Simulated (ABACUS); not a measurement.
This ABACUS 3.10.1 run on Au needs a look.

The input INPUT:

```
INPUT_PARAMETERS
suffix              Au
calculation         scf
basis_type          pw
pseudo_dir          ./
symmetry            1
dft_functional      hse
ecutwfc             76
pseudo_rcut         7
nspin               1
nbands              14
ks_solver           dav
smearing_method     fd
smearing_sigma      0.00367493
scf_thr             1e-08
scf_nmax            80
mixing_type         broyden
mixing_beta         0.7
cal_force           1
cal_stress          1
```

Contents of STRU:

```
ATOMIC_SPECIES
Au 196.9666 Au.upf

LATTICE_CONSTANT
1.8897261246

LATTICE_VECTORS
2.7484100000 0.0000000000 0.0000000000
0.0000000000 2.7484100000 0.0000000000
0.0000000000 0.0000000000 2.7484100000

ATOMIC_POSITIONS
Direct

Au
0.0
1
0.5000000000 0.5000000000 0.5000000000 1 1 1
```

File KPT:

```
K_POINTS
0
Gamma
7 7 7 0 0 0
```

Potentials or basis: Ansatz NC PBE, plane waves.

Command:

```bash
$ OMP_NUM_THREADS=4 abacus > log
```

running log:

```text
[... set-up lines left out ...]

 SETUP PLANE WAVES FOR CHARGE/POTENTIAL
                    number of plane waves = 12533
                         number of sticks = 657

 PARALLEL PW FOR CHARGE/POTENTIAL
     PROC   COLUMNS(POT)             PW
        1            657          12533
 --------------- sum -------------------
        1            657          12533
                            number of |g| = 175
                                  max |g| = 27.2712
                                  min |g| = 0
 !!!!!!!!!!!!!!!!!!!!!!!!!!!!!!!!!!!!!!!!!!!!!!!!!!!!!!!!!
                         NOTICE
 !!!!!!!!!!!!!!!!!!!!!!!!!!!!!!!!!!!!!!!!!!!!!!!!!!!!!!!!!

 hybrid functional not realized for planewave yet
 CHECK IN FILE : OUT.Au/warning.log

 !!!!!!!!!!!!!!!!!!!!!!!!!!!!!!!!!!!!!!!!!!!!!!!!!!!!!!!!!
                         NOTICE
 !!!!!!!!!!!!!!!!!!!!!!!!!!!!!!!!!!!!!!!!!!!!!!!!!!!!!!!!!
 Check in file : OUT.Au/warning.log
```

On the terminal:

```text
ABACUS v3.10.1
[... 24 lines left out ...]
                         NOTICE
 !!!!!!!!!!!!!!!!!!!!!!!!!!!!!!!!!!!!!!!!!!!!!!!!!!!!!!!!!
```

**Question.** How did it end, and where is the flaw?

**Answer.** The input was rejected before any iteration. The input holds a flaw that was put in on purpose: hybrid functional with plane waves (dft_functional = hse).

A sound run on the same cell differs in these lines of the main input:
```diff
@@ -7 +7 @@
-dft_functional      hse
+dft_functional      pbe
@@ -16 +16 @@
-scf_nmax            80
+scf_nmax            100
@@ -20,0 +21 @@
+kpar                4
```
